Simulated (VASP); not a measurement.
# Sb (I4/mmm) in VASP: a series of runs

One crystal, Sb, is run at these levels: r2SCAN; tasks: single point.

Program: VASP 6.6.1. These are calculated values, not measurements. Logs are shortened: lines on timing, memory, paths and dates and some standing lists are left out, and cuts for length are marked.

### 1 Starting point

Symmetry: I4/mmm, No. 139, tetragonal system. Conventional cell: a = 3.153 Å, b = 3.153 Å, c = 5.424 Å, α = 90.00°, β = 90.00°, γ = 90.00°. Sb (site symmetry 4/mmm) has 12 Sb at 3.15 to 3.51 Å as nearest neighbours.

This isn't the form of Sb at room conditions, which is rhombohedral.

### 2 Single point, r2SCAN

INCAR

```
ADDGRID = False
ALGO = Normal
EDIFF = 1E-5
ENCUT = 400
ISIF = 2
ISMEAR = 0
LASPH = True
LCHARG = False
LMIXTAU = True
LREAL = False
LWAVE = False
METAGGA = R2SCAN
NBANDS = 8
NELM = 100
PREC = Accurate
SIGMA = 0.05
```

KPOINTS

```
k-points
0
Gamma
  5 5 5
```

POSCAR

```
Sb
1.0
   -1.5765401831      1.5765401831      2.7119384313
    1.5765401831     -1.5765401831      2.7119384313
    1.5765401831      1.5765401831     -2.7119384313
Sb
1
Direct
    0.0000000000      0.0000000000      0.0000000000
```

Potentials or basis: VASP PAW PBE potentials, release 64 (Sb).

Launch:

```console
> cat potpaw_PBE.64/Sb/POTCAR > POTCAR
> mpirun -np 1 vasp_std > vasp.out
```

OUTCAR:

```text
EDIFF = 1E-5
   ENCUT = 400
   ISIF = 2
   ISMEAR = 0
   LASPH = True
   LREAL = False
   METAGGA = R2SCAN
   NELM = 100
   PREC = Accurate

 Found     18 irreducible k-points:

 Following reciprocal coordinates:
            Coordinates               Weight
  0.000000  0.000000  0.000000      1.000000
  0.200000 -0.000000  0.000000      8.000000
  0.400000  0.000000 -0.000000      8.000000
  0.200000  0.200000  0.000000      8.000000
  0.400000  0.200000  0.000000     16.000000
 -0.400000  0.200000 -0.000000     16.000000
   k-points           NKPTS =     18   k-points in BZ     NKDIM =     18   number of bands    NBANDS=      8
   number of dos      NEDOS =    301   number of ions     NIONS =      1
   total plane-waves  NPLWV =  13824
   dimension x,y,z NGX =    24 NGY =   24 NGZ =   24
   dimension x,y,z NGXF=    48 NGYF=   48 NGZF=   48
   ions per type =               1
   NGX,Y,Z   is equivalent  to a cutoff of  11.36, 11.36, 11.36 a.u.
   NGXF,Y,Z  is equivalent  to a cutoff of  22.73, 22.73, 22.73 a.u.
 SYSTEM =  unknown system
   PREC   = accura    normal or accurate (medium, high low for compatibility)
   ISTART =      0    job   : 0-new  1-cont  2-samecut
   ICHARG =      2    charge: 1-file 2-atom 10-const
   ISPIN  =      1    spin polarized calculation?
   LNONCOLLINEAR =      F non collinear calculations
   LSORBIT =      F    spin-orbit coupling
   LASPH  =      T    aspherical Exc in radial PAW
   ENCUT  =  400.0 eV  29.40 Ry    5.42 a.u.   5.73  5.73  5.73*2*pi/ulx,y,z
   NELM   =    100;   NELMIN=  2; NELMDL= -5     # of ELM steps
   EDIFF  = 0.1E-04   stopping-criterion for ELM
   LREAL  =      F    real-space projection
   EDIFFG = 0.1E-03   stopping-criterion for IOM
   NSW    =      0    number of steps for IOM
   IBRION =     -1    ionic relax: 0-MD 1-quasi-New 2-CG
   NFREE  =      0    steps in history (QN), initial steepest desc. (CG)
   ISIF   =      2    stress and relaxation
   ISYM   =      2    0-nonsym 1-usesym 2-fastsym
   POTIM  = 0.5000    time-step for ionic-motion
   TEBEG  =    0.0;   TEEND  =   0.0 temperature during run
   PSTRESS=    0.0 pullay stress
   NELECT =       5.0000    total number of electrons
   NUPDOWN=      -1.0000    fix difference up-down
   EMIN   =  10.00;   EMAX   =-10.00  energy-range for DOS
   EFERMI =   0.00;   METHOD = LEGACY
   ISMEAR =     0;   SIGMA  =   0.05  broadening in eV -4-tet -1-fermi 0-gaus
   EFERMI_NEDOS =   21; number of points for ismear=-14 and -15
   IALGO  =     38    algorithm
   IMIX   =      4    mixing-type and parameters
     AMIX     =   0.40;   BMIX     =  1.00
     AMIX_MAG =   1.60;   BMIX_MAG =  1.00
  volume/ion in A,a.u.               =      26.96       181.95
  Fermi-wavevector in a.u.,A,eV,Ry     =   0.933573  1.764197 11.858269  0.871558
  Thomas-Fermi vector in A             =   2.060288
   LORBIT       =      0    0 simple, 1 ext, 2 COOP (PROOUT), +10 PAW based schemes
   METAGGA = R2SCAN    functional components
   LHFCALC =     F    Hartree Fock is set to
   AEXX    =    0.0000 exact exchange contribution
   IVDW    =     0    specifies the selected vdW correction
   LEPSILON=     F    determine dielectric tensor
   LRPA    =     F    only Hartree local field effects (RPA)
 non-spin polarized calculation
 Gauss-broadening in eV      SIGMA  =   0.05
  energy-cutoff  :      400.00
  volume of cell :       26.96
 maximum number of plane-waves:       501
   NGX = 11   NGY = 11   NGZ = 11

 number of electron       5.0000001 magnetization

 Free energy of the ion-electron system (eV)
  ---------------------------------------------------
  ext. energy  EPLUGINS =         0.00000000
  ---------------------------------------------------
  free energy    TOTEN  =       -25.17886289 eV

  energy without entropy =      -25.17374124  energy(sigma->0) =      -25.17630207

 E-fermi :   8.6501     XC(G=0): -10.7923

 val. band max:        8.6446528831   @ k =   0.4000   0.4000  -0.0000
 cond. band min:       8.6679841936   @ k =   0.4000   0.2000   0.0000
 fundamental gap:      0.0233313106
 Fermi energy:         8.6500788512

 k-point     1 :       0.0000    0.0000    0.0000
  band No.  band energies     occupation
      1      -5.1385      2.00000
      2      13.3311      0.00000
      3      14.1851      0.00000
      4      14.1851      0.00000
      5      18.1560      0.00000
      6      19.6727      0.00000
      7      19.7345      0.00000
      8      19.7345      0.00000

 k-point     2 :       0.2000   -0.0000    0.0000
  band No.  band energies     occupation
      1      -4.2933      2.00000
      2       9.2352      0.00000
      3      12.0293      0.00000
      4      14.0664      0.00000
      5      16.6309      0.00000
      6      18.4869      0.00000
      7      20.9094      0.00000
      8      21.1265      0.00000

 k-point     3 :       0.4000    0.0000   -0.0000
  band No.  band energies     occupation
      1      -1.9486      2.00000
      2       3.6453      2.00000
      3      10.4942      0.00000
      4      14.0961      0.00000
      5      15.1911      0.00000
      6      18.7828      0.00000
      7      20.0459      0.00000
      8      20.5806      0.00000

 k-point     4 :       0.2000    0.2000    0.0000
  band No.  band energies     occupation
      1      -3.0556      2.00000
      2       7.9974      2.00000
      3       8.7278      0.02793
      4      11.2819      0.00000
      5      17.3810      0.00000
      6      18.6480      0.00000
      7      19.7142      0.00000
      8      21.5582      0.00000

 k-point     5 :       0.4000    0.2000    0.0000
  band No.  band energies     occupation
      1      -0.6236      2.00000
      2       3.5190      2.00000
      3       8.6680      0.61255
      4      10.2038      0.00000
      5      15.4692      0.00000
      6      17.8640      0.00000
      7      22.3931      0.00000
      8      22.4508      0.00000

 k-point     6 :      -0.4000    0.2000   -0.0000
  band No.  band energies     occupation
      1      -1.8378      2.00000
      2       5.4334      2.00000
      3       9.7209      0.00000
      4      10.7177      0.00000
      5      15.1584      0.00000
      6      17.3545      0.00000
      7      18.8489      0.00000
      8      23.6972      0.00000

 [... further k-points ...]

------------------------ aborting loop because EDIFF is reached ----------------------------------------

  FORCE on cell =-STRESS in cart. coord.  units (eV):
  Direction    XX          YY          ZZ          XY          YZ          ZX
  --------------------------------------------------------------------------------------
  -------------------------------------------------------------------------------------
  Total        0.0556868      0.0556868      0.3399693      0.0000000     -0.0000000      0.0000000
  in kB        3.3091218      3.3091218     20.2022811      0.0000000     -0.0000000      0.0000000
  external PRESSURE =       8.9401749 kB  Pullay stress =       0.0000000 kB

 VOLUME and BASIS-vectors are now :
 -----------------------------------------------------------------------------
  energy-cutoff  :      400.00
  volume of cell :       26.96
      direct lattice vectors                 reciprocal lattice vectors
    -1.576540183  1.576540183  2.711938431     0.000000000  0.317150178  0.184369967
     1.576540183 -1.576540183  2.711938431     0.317150178  0.000000000  0.184369967
     1.576540183  1.576540183 -2.711938431     0.317150178  0.317150178  0.000000000

 POSITION                                       TOTAL-FORCE (eV/Angst)
 -----------------------------------------------------------------------------------
      0.00000      0.00000      0.00000         0.000000      0.000000      0.000000
 -----------------------------------------------------------------------------------
    total drift:                                0.000000      0.000000     -0.000000

  FREE ENERGIE OF THE ION-ELECTRON SYSTEM (eV)
  ---------------------------------------------------
  free  energy   TOTEN  =       -25.1788628946 eV

  energy  without entropy=      -25.1737412411  energy(sigma->0) =      -25.17630207
```

stdout:

```text
POSCAR found type information on POSCAR Sb
 POSCAR found :  1 types and       1 ions
 scaLAPACK will be used
 -----------------------------------------------------------------------------
|                                                                             |
|                                                                             |
|     You enforced a specific xc type in the INCAR file but a different       |
|     I HOPE YOU KNOW WHAT YOU ARE DOING!                                     |
|                                                                             |
 -----------------------------------------------------------------------------

 LDA part: xc-table for (None), standard interpolation
 POSCAR, INCAR and KPOINTS ok, starting setup
 FFT: planning ... GRIDC
 FFT: planning ... GRID_SOFT
 FFT: planning ... GRID
 WAVECAR not read
 entering main loop
```

Wall time 10 s (1 thread of Intel Xeon Platinum 8375C at 2.90GHz (Ice Lake), shared host); peak memory 0.14 GiB.

These settings aren't checked as converged: the numbers below hold their error.

Results:

- Free energy: -25.1789 eV
- Pressure: 0.9 GPa
- Band gap on the k mesh: none (metal or under the smearing width)

Caveat: the k mesh is coarse (spacing up to 0.56 Å⁻¹), so the values aren't converged; the PAW data sets were made with another functional, which shifts forces and pressure a little.

### 3 Single point, r2SCAN

INCAR is that of step 2.

KPOINTS is that of step 2.

POSCAR

```
Sb
1.0
   -1.5638750000      1.6131910000      2.7402030000
    1.6104090000     -1.5604430000      2.7365900000
    1.5281950000      1.5247630000     -2.7095380000
Sb
1
Direct
    0.0004760000      0.0218010000      0.0165680000
```

Potentials or basis: VASP PAW PBE potentials, release 64 (Sb).

Launch:

```console
> cat potpaw_PBE.64/Sb/POTCAR > POTCAR
> mpirun -np 1 vasp_std > vasp.out
```

OUTCAR:

```text
EDIFF = 1E-5
   ENCUT = 400
   ISIF = 2
   ISMEAR = 0
   LASPH = True
   LREAL = False
   METAGGA = R2SCAN
   NELM = 100
   PREC = Accurate

 Found     63 irreducible k-points:

 Following reciprocal coordinates:
            Coordinates               Weight
  0.000000  0.000000  0.000000      1.000000
  0.200000  0.000000 -0.000000      2.000000
  0.400000  0.000000 -0.000000      2.000000
  0.000000  0.200000  0.000000      2.000000
  0.200000  0.200000 -0.000000      2.000000
  0.400000  0.200000 -0.000000      2.000000
   k-points           NKPTS =     63   k-points in BZ     NKDIM =     63   number of bands    NBANDS=      8
   number of dos      NEDOS =    301   number of ions     NIONS =      1
   total plane-waves  NPLWV =  13824
   dimension x,y,z NGX =    24 NGY =   24 NGZ =   24
   dimension x,y,z NGXF=    48 NGYF=   48 NGZF=   48
   ions per type =               1
   NGX,Y,Z   is equivalent  to a cutoff of  11.26, 11.28, 11.52 a.u.
   NGXF,Y,Z  is equivalent  to a cutoff of  22.52, 22.55, 23.03 a.u.
 SYSTEM =  unknown system
   PREC   = accura    normal or accurate (medium, high low for compatibility)
   ISTART =      0    job   : 0-new  1-cont  2-samecut
   ICHARG =      2    charge: 1-file 2-atom 10-const
   ISPIN  =      1    spin polarized calculation?
   LNONCOLLINEAR =      F non collinear calculations
   LSORBIT =      F    spin-orbit coupling
   LASPH  =      T    aspherical Exc in radial PAW
   ENCUT  =  400.0 eV  29.40 Ry    5.42 a.u.   5.78  5.77  5.65*2*pi/ulx,y,z
   NELM   =    100;   NELMIN=  2; NELMDL= -5     # of ELM steps
   EDIFF  = 0.1E-04   stopping-criterion for ELM
   LREAL  =      F    real-space projection
   EDIFFG = 0.1E-03   stopping-criterion for IOM
   NSW    =      0    number of steps for IOM
   IBRION =     -1    ionic relax: 0-MD 1-quasi-New 2-CG
   NFREE  =      0    steps in history (QN), initial steepest desc. (CG)
   ISIF   =      2    stress and relaxation
   ISYM   =      2    0-nonsym 1-usesym 2-fastsym
   POTIM  = 0.5000    time-step for ionic-motion
   TEBEG  =    0.0;   TEEND  =   0.0 temperature during run
   PSTRESS=    0.0 pullay stress
   NELECT =       5.0000    total number of electrons
   NUPDOWN=      -1.0000    fix difference up-down
   EMIN   =  10.00;   EMAX   =-10.00  energy-range for DOS
   EFERMI =   0.00;   METHOD = LEGACY
   ISMEAR =     0;   SIGMA  =   0.05  broadening in eV -4-tet -1-fermi 0-gaus
   EFERMI_NEDOS =   21; number of points for ismear=-14 and -15
   IALGO  =     38    algorithm
   IMIX   =      4    mixing-type and parameters
     AMIX     =   0.40;   BMIX     =  1.00
     AMIX_MAG =   1.60;   BMIX_MAG =  1.00
  volume/ion in A,a.u.               =      26.96       181.95
  Fermi-wavevector in a.u.,A,eV,Ry     =   0.933573  1.764197 11.858272  0.871558
  Thomas-Fermi vector in A             =   2.060288
   LORBIT       =      0    0 simple, 1 ext, 2 COOP (PROOUT), +10 PAW based schemes
   METAGGA = R2SCAN    functional components
   LHFCALC =     F    Hartree Fock is set to
   AEXX    =    0.0000 exact exchange contribution
   IVDW    =     0    specifies the selected vdW correction
   LEPSILON=     F    determine dielectric tensor
   LRPA    =     F    only Hartree local field effects (RPA)
 non-spin polarized calculation
 Gauss-broadening in eV      SIGMA  =   0.05
  energy-cutoff  :      400.00
  volume of cell :       26.96
 maximum number of plane-waves:       498
   NGX = 11   NGY = 11   NGZ = 11

 number of electron       5.0000000 magnetization

 Free energy of the ion-electron system (eV)
  ---------------------------------------------------
  ext. energy  EPLUGINS =         0.00000000
  ---------------------------------------------------
  free energy    TOTEN  =       -25.19817621 eV

  energy without entropy =      -25.19759823  energy(sigma->0) =      -25.19788722

 E-fermi :   8.5331     XC(G=0): -10.7872

 val. band max:        8.5067398334   @ k =   0.4000   0.4000   0.2000
 cond. band min:       8.5972726373   @ k =   0.2000   0.2000  -0.0000
 fundamental gap:      0.0905328040
 Fermi energy:         8.5330795067

 k-point     1 :       0.0000    0.0000    0.0000
  band No.  band energies     occupation
      1      -5.1452      2.00000
      2      13.1611      0.00000
      3      14.1879      0.00000
      4      14.2342      0.00000
      5      18.0895      0.00000
      6      19.3333      0.00000
      7      19.7336      0.00000
      8      19.9653      0.00000

 k-point     2 :       0.2000    0.0000   -0.0000
  band No.  band energies     occupation
      1      -4.3153      2.00000
      2       9.0884      0.00000
      3      12.0718      0.00000
      4      14.1545      0.00000
      5      16.6985      0.00000
      6      18.5861      0.00000
      7      20.8822      0.00000
      8      21.1545      0.00000

 k-point     3 :       0.4000    0.0000   -0.0000
  band No.  band energies     occupation
      1      -2.0241      2.00000
      2       3.5786      2.00000
      3      10.5966      0.00000
      4      14.2903      0.00000
      5      15.2599      0.00000
      6      18.9284      0.00000
      7      20.1114      0.00000
      8      20.9552      0.00000

 k-point     4 :       0.0000    0.2000    0.0000
  band No.  band energies     occupation
      1      -4.3137      2.00000
      2       9.1019      0.00000
      3      12.0518      0.00000
      4      14.1518      0.00000
      5      16.6755      0.00000
      6      18.5848      0.00000
      7      20.8743      0.00000
      8      21.1772      0.00000

 k-point     5 :       0.2000    0.2000   -0.0000
  band No.  band energies     occupation
      1      -3.1053      2.00000
      2       7.9534      2.00000
      3       8.5973      0.06942
      4      11.2910      0.00000
      5      17.6207      0.00000
      6      18.7681      0.00000
      7      20.1603      0.00000
      8      22.0220      0.00000

 k-point     6 :       0.4000    0.2000   -0.0000
  band No.  band energies     occupation
      1      -0.7349      2.00000
      2       3.4783      2.00000
      3       8.7040      0.00000
      4      10.3439      0.00000
      5      15.8544      0.00000
      6      17.9282      0.00000
      7      22.2242      0.00000
      8      22.7520      0.00000

 [... further k-points ...]

------------------------ aborting loop because EDIFF is reached ----------------------------------------

  FORCE on cell =-STRESS in cart. coord.  units (eV):
  Direction    XX          YY          ZZ          XY          YZ          ZX
  --------------------------------------------------------------------------------------
  -------------------------------------------------------------------------------------
  Total        0.1431744      0.1491768      0.1175870     -0.2130445      0.3168911      0.3134040
  in kB        8.5079770      8.8646604      6.9874699    -12.6599232     18.8308912     18.6236755
  external PRESSURE =       8.1200358 kB  Pullay stress =       0.0000000 kB

 VOLUME and BASIS-vectors are now :
 -----------------------------------------------------------------------------
  energy-cutoff  :      400.00
  volume of cell :       26.96
      direct lattice vectors                 reciprocal lattice vectors
    -1.563875000  1.613191000  2.740203000     0.002055809  0.316948054  0.179518554
     1.610409000 -1.560443000  2.736590000     0.317083613  0.001847581  0.179876686
     1.528195000  1.524763000 -2.709538000     0.322328449  0.322401118 -0.005843793

 POSITION                                       TOTAL-FORCE (eV/Angst)
 -----------------------------------------------------------------------------------
      0.05968     -0.00799      0.01607         0.000000     -0.000000      0.000000
 -----------------------------------------------------------------------------------
    total drift:                               -0.000000     -0.000000      0.000001

  FREE ENERGIE OF THE ION-ELECTRON SYSTEM (eV)
  ---------------------------------------------------
  free  energy   TOTEN  =       -25.1981762107 eV

  energy  without entropy=      -25.1975982295  energy(sigma->0) =      -25.19788722
```

OSZICAR:

```text
N       E                     dE             d eps       ncg     rms          rms(c)
DAV:   1    -0.188087830065E+02   -0.18809E+02   -0.14894E+03  1040   0.333E+02
DAV:   2    -0.257526170416E+02   -0.69438E+01   -0.68157E+01  1432   0.475E+01
DAV:   3    -0.258197678560E+02   -0.67151E-01   -0.67134E-01  1240   0.539E+00
DAV:   4    -0.258199612772E+02   -0.19342E-03   -0.19342E-03  1520   0.327E-01
DAV:   5    -0.258199617787E+02   -0.50143E-06   -0.50213E-06  1304   0.107E-02    0.152E+00
DAV:   6    -0.250835119849E+02    0.73645E+00   -0.12428E-01  1064   0.251E+00    0.988E-01
DAV:   7    -0.252381400530E+02   -0.15463E+00   -0.10897E-01  1008   0.224E+00    0.155E-01
DAV:   8    -0.251978046289E+02    0.40335E-01   -0.58963E-02  1056   0.172E+00    0.679E-02
DAV:   9    -0.251976083540E+02    0.19627E-03   -0.33189E-04  1424   0.140E-01    0.767E-02
DAV:  10    -0.251969056036E+02    0.70275E-03   -0.60251E-04  1048   0.179E-01    0.478E-02
DAV:  11    -0.251978336788E+02   -0.92808E-03   -0.91729E-04  1120   0.251E-01    0.533E-02
DAV:  12    -0.251980308715E+02   -0.19719E-03   -0.71774E-05  1032   0.703E-02    0.439E-02
DAV:  13    -0.251977943551E+02    0.23652E-03   -0.91319E-05  1064   0.775E-02    0.650E-02
DAV:  14    -0.251981736926E+02   -0.37934E-03   -0.50610E-04  1040   0.186E-01    0.102E-02
DAV:  15    -0.251981762107E+02   -0.25182E-05   -0.44751E-06   944   0.165E-02
   1 F= -.25198176E+02 E0= -.25197887E+02  d E =-.577981E-03
```

Wall time 22 s (1 thread of Intel Xeon Platinum 8375C at 2.90GHz (Ice Lake), shared host); peak memory 0.14 GiB.

These settings aren't checked as converged: the numbers below hold their error.

Results:

```
Free energy            : -25.1982 eV
Pressure               : 0.8 GPa
Band gap on the k mesh : none (metal or under the smearing width)
```

Caveat: the k mesh is coarse (spacing up to 0.57 Å⁻¹), so the values aren't converged; the PAW data sets were made with another functional, which shifts forces and pressure a little.

(Continued in part 2 of 2.)
